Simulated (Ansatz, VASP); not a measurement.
MgO in VASP and in Ansatz

```
CELL_PARAMETERS angstrom
0.00000 2.41847 2.41847
2.41847 0.00000 2.41847
2.41847 2.41847 0.00000
ATOMIC_POSITIONS crystal
Mg 0.00000 0.00000 0.00000
O 0.25000 0.25000 0.25000
```

Change from the starting cell: hydrostatic strain +6.0%.

Alike in both runs: task single point; functional r2SCAN; k mesh 10 × 10 × 10; no spin polarisation.

|  | VASP | Ansatz |
| --- | --- | --- |
| version | VASP 6.6.1 | Ansatz 0.2.0 |
| potentials or method | VASP PAW PBE potentials, release 64 (Mg, O) | plane waves, PAW |
| plane-wave cutoff (eV) | 520 | 500 |
| occupations | gaussian, width 0.01 eV | fixed |
| valence electrons in the cell | 8 | 16 |

VASP gave:

- gap on the k mesh at the Fermi level (eV): 3.36
- pressure (GPa): -16.0

Task: Which values does Ansatz return?

Result: gap on the k mesh at the Fermi level (eV): 3.38; pressure (GPa): -15.4.

The two sets of potentials don't hold the same shells in valence.

Caveats: so large a pressure means that the cell lies far from this level's equilibrium, or that cutoff or potentials fall short (VASP); the potentials were made for another functional, which shifts forces and pressure (VASP).
